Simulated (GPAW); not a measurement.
Runs of GPAW 26.7.0 on Mo. It takes space group Im-3m (No. 229, cubic). The conventional cell has a = 3.168 Å, b = 3.168 Å, c = 3.168 Å, α = 90.00°, β = 90.00°, γ = 90.00°. Mo (site symmetry m-3m) is surrounded by 8 Mo at 2.74 Å. 

```tsv
task	level	potentials or basis	spin	cell	k mesh	smearing	eigensolver	optimizer	fmax	max steps	convergence	gap on the mesh (eV)	pressure (GPa)	V0 of scaled cells (Å³/atom)	relaxed volume (Å³/atom)	B0 (GPa)
relaxation of cell and atoms	BLYP	PAW data sets generated in the run's folder for this functional, pw	off	relaxed	12 × 12 × 12	fermi-dirac 0.05 eV	davidson	BFGS	0.02 eV/Å	60	density=1e-05 forces=0.0001	none	0.0	-	(a)	-
equation of state	BLYP+D3(BJ)	PAW data sets generated in the run's folder for this functional, pw	off	as given	9 × 9 × 9	fermi-dirac 0.05 eV	davidson	-	-	-	-	-	-	15.23	-	(b)
single point	PBE	GPAW PAW data sets (gpaw-data 1.2.1), pw	off	as given	12 × 12 × 12	gaussian 0.024 eV	-	-	-	-	-	none	-2.3	-	-	-
relaxation of cell and atoms	revPBE+D4	the program's PAW data sets (release 1.2.1) made for this functional, pw	off	relaxed	12 × 12 × 12	fermi-dirac 0.05 eV	-	BFGS	0.02 eV/Å	60	density=1e-05 forces=0.0001	none	0.0	-	15.35	-
single point	PBE	GPAW PAW data sets (gpaw-data 1.2.1), pw	off	as given	12 × 12 × 12	gaussian 0.018 eV	-	-	-	-	-	none	-2.3	-	-	-
band structure	revPBE	the program's PAW data sets (release 1.2.1) made for this functional, pw	off	as given	12 × 12 × 12	fermi-dirac 0.05 eV	-	-	-	-	-	-	0.5	-	-	-
equation of state	LDA	JTH PAW 2.0, LDA, pw	off	as given	9 × 9 × 9	fermi-dirac 0.05 eV	-	-	-	-	-	-	-	15.07	-	297
equation of state	PBE	PAW data sets generated in the run's folder for this functional, pw	off	as given	9 × 9 × 9	fermi-dirac 0.05 eV	-	-	-	-	-	-	-	15.75	-	260
single point	PBEsol	PAW data sets generated in the run's folder for this functional, pw	off	as given	12 × 12 × 12	fermi-dirac 0.05 eV	-	-	-	-	-	none	-10.0	-	-	-
single point	PBE	GPAW PAW data sets (gpaw-data 1.2.1), pw	off	as given	12 × 12 × 12	gaussian 0.021 eV	-	-	-	-	-	none	-2.3	-	-	-
relaxation of cell and atoms	PBE	GPAW PAW data sets (gpaw-data 1.2.1), pw	off	relaxed	12 × 12 × 12	fermi-dirac 0.05 eV	-	BFGS	0.02 eV/Å	60	density=1e-05 forces=0.0001	none	0.2	-	15.74	-
```

Alike in all rows: cutoff (eV) 600.

Problem. Fill in the values left out.

Solution. (a) 16.34; (b) 275.

Caveats: later steps reuse the first step's grids (some runs); pairwise dispersion overbinds metals, which lowers pressure and volume (some runs); the program truncates these outside data sets (some runs).

A k mesh can miss the band edges, and the runs leave out spin-orbit coupling on Mo.

A gap of «none» marks a metal or a gap under the smearing width.

Not every run made on this cell is shown here.
